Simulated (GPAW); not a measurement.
PtS2:

```
Pt S
1.0
     3.54320    0.00000    0.00000
    -1.77160    3.06850    0.00000
     0.00000    0.00000    5.03880
Pt S
1 2
Direct
  0.00000 0.00000 0.00000
  0.66667 0.33333 0.77300
  0.33333 0.66667 0.22700
```

Base run:

```yaml
Program: GPAW 26.7.0
Functional: PBEsol
Potentials_or_basis: PAW data sets generated in the run's folder for this functional
Cutoff: 600 eV
Basis: pw
k_mesh: 7 × 7 × 4
Occupations: fermi-dirac, width 0.05 eV
Spin: no spin polarisation
```

Its results: band gap on the k mesh 0.74 eV, indirect (least direct gap 0.91 eV); pressure 6.4 GPa; largest force 0.968 eV/Å.

Question: After a change of settings the same cell gave: band gap on the k mesh 0.98 eV, indirect (least direct gap 1.17 eV); pressure 9.2 GPa; largest force 1.223 eV/Å. Which change was it?
A. functional from PBEsol to LDA; potentials or basis from PAW data sets generated in the run's folder for this functional to the program's PAW data sets (release 1.2.1) made for this functional; cutoff from 600 eV to 450 eV
B. functional from PBEsol to r2SCAN; potentials or basis from PAW data sets generated in the run's folder for this functional to GPAW PAW data sets (gpaw-data 1.2.1)
C. k mesh from 7 × 7 × 4 to 9 × 9 × 5; band points from 60 to 100
D. functional from PBEsol to LDA; potentials or basis from PAW data sets generated in the run's folder for this functional to the program's PAW data sets (release 1.2.1) made for this functional

Answer: B.

Caveats: spin-orbit coupling is left out, which moves the levels of the heavy elements; the PAW data sets were made with another functional, which shifts forces and pressure a little (some runs).

Not every run made on this cell is shown here.
